## One crystal, six functionals

Hafnium dioxide is used as a thin insulating layer in transistors and memory cells, where the band gap matters. The table follows the computed gap of one polar form of the crystal, with every atom held in place. Only the approximation for exchange and correlation is meant to change, but two rows differ in more: PBE has another orbital basis, and PBEsol appears to have potentials made for it, while all other rows use potentials generated with PBE. The labels under "potentials" don't show this. The "gap on path" runs from the highest filled to the lowest empty level found along lines through k space; the "direct gap on path" compares levels at the same k point.

SIESTA 5.4.2, Kohn–Sham DFT with pseudopotentials and numerical atomic orbitals (TZP for PBE, DZP for the other rows), for HfO2 (Pca2_1, 12 atoms, fixed geometry). All runs use a 5 × 6 × 5 k mesh, an 800 Ry mesh cutoff and Fermi–Dirac smearing of 0.05 eV, without spin polarisation or spin–orbit coupling. Gaps are read along a path through special k points.

```
functional                                  potentials  gap on path (eV)  direct gap on path (eV)
       PBE                  PseudoDojo-0.4-standard-NC             4.339                    4.446
    PBEsol  PseudoDojo-0.4-standard, converted-to-PSML             4.237                    4.347
      RPBE  PseudoDojo-0.4-standard, converted-to-PSML             4.400                    4.508
      APBE                  PseudoDojo-0.4-standard-NC             4.341                    4.449
 PBEJsJrLO                  PseudoDojo-0.4-standard-NC             4.263                    4.372
 vdW-DF-cx                  PseudoDojo-0.4-standard-NC             4.279                    4.388
```

**1. Which functional gives the widest gap, and how much does the choice matter?**

RPBE gives the widest gap and PBEsol the narrowest. They lie 0.16 eV apart, about 4 % of the PBEsol gap. Choosing another of these six functionals therefore adjusts the gap but doesn't transform it.

**2. Does the functional reshape the bands?**

Hardly, as far as the band edges on this path can tell. The direct gap exceeds the indirect one by about 0.11 eV in all six rows, with a variation of only 3 meV. The path misses the smallest indirect gap, however. With the value from a grid through the whole zone, the difference grows to between 0.16 and 0.17 eV and varies by about 14 meV. The band edges thus move apart almost rigidly; levels deeper in the bands were not compared.

**3. How can the gap change when no atom moves?**

The upper filled bands of hafnia come mainly from oxygen 2p orbitals, the lowest empty ones mainly from hafnium 5d. A potential shift common to both ions would leave the gap alone; a shift that differs between them changes it.

Gradient-corrected functionals can produce such a difference. They multiply the exchange energy density of a uniform electron gas by a factor F, which depends on the reduced gradient s, a measure of how abruptly the density varies. At s = 0, F is 1 for PBEsol, PBEJsJrLO, APBE and RPBE alike. At very large s, all four approach the same ceiling, so their exchange differs only in between, as in the outer shells of the ions.

If the oxygen level sinks relative to the hafnium level, the gap widens and more charge settles on oxygen. The computed charge on hafnium does rise with the gap in the five rows other than PBE. Such charges depend strongly on the basis, so this is a hint rather than proof.

**4. Why does RPBE lie above APBE?**

A short estimate compares their exchange factors, using rough standard constants. APBE has F − 1 = κμs²/(κ + μs²), while RPBE has F − 1 = κ[1 − exp(−μs²/κ)]. Here μ sets the initial rise and κ = 0.80 the ceiling; μ is 0.26 for APBE and 0.22 for RPBE.

At s = 2, μs² is 1.04 for APBE, which gives 0.80 × 1.04/1.84 = 0.45. For RPBE it is 0.88, which gives 0.80 × [1 − exp(−1.1)] = 0.53. RPBE starts more slowly but climbs faster towards the ceiling.

At s = 2 the estimate also places PBEsol lowest and PBEJsJrLO next, as the gaps do. The choice of s matters, however. At s = 1, APBE and RPBE nearly tie, and the exchange energy of the whole cell is about 9 eV lower with APBE. RPBE's wider gap may come from regions of steeper density, but these runs don't single them out. Moreover, the levels respond to the exchange potential, which depends on the slope and curvature of F as well as on its value. The estimate thus offers a plausible reason for the order, but it doesn't derive the sign or the size of the gap change. Correlation changes as well, and vdW-DF-cx, with a different exchange form and nonlocal correlation, was left out of the estimate.

**5. Are PBE and APBE really equivalent here?**

The near tie can't show that, because PBE was run with a different orbital basis. Its gap is 2 meV below APBE's on the path but 2 meV above it on the k mesh, a grid through the whole zone. With a common basis, PBE's exchange factor would suggest a gap between those of PBEJsJrLO and APBE. That run is still needed.

**6. What might change if each functional chose its own cell?**

The spacing of the gaps could change. Every row reports a positive pressure, from about 3 GPa with PBEsol to 16 GPa with RPBE, so each cell would tend to expand, by different amounts. The fixed cell isolates the electronic response; the effect of relaxation on the gap was not calculated.

**7. Which digits can be trusted?**

Differences deserve more trust than absolute gaps. The k mesh finds a gap 0.05 to 0.06 eV smaller than the path does in every row, so the path misses the true band edges. This error largely cancels between rows, and the order of the five with like basis survives. Differences of a few meV should still be ignored, and PBEsol's place just below PBEJsJrLO may owe something to its different potentials.

The absolute gap is much less certain. Measured gaps of hafnia, mostly for other forms than this polar one, are roughly 5.5 eV (a recalled value), more than 1 eV above even the RPBE result. Functionals of this class are known to underestimate gaps, but the limited hafnium basis and the omitted spin–orbit coupling may also affect the comparison. The atomic level from which that basis is built is off by about 0.7 eV, more than the whole spread of the gaps. The error is similar in all rows, but its effect on the gaps was not tested.
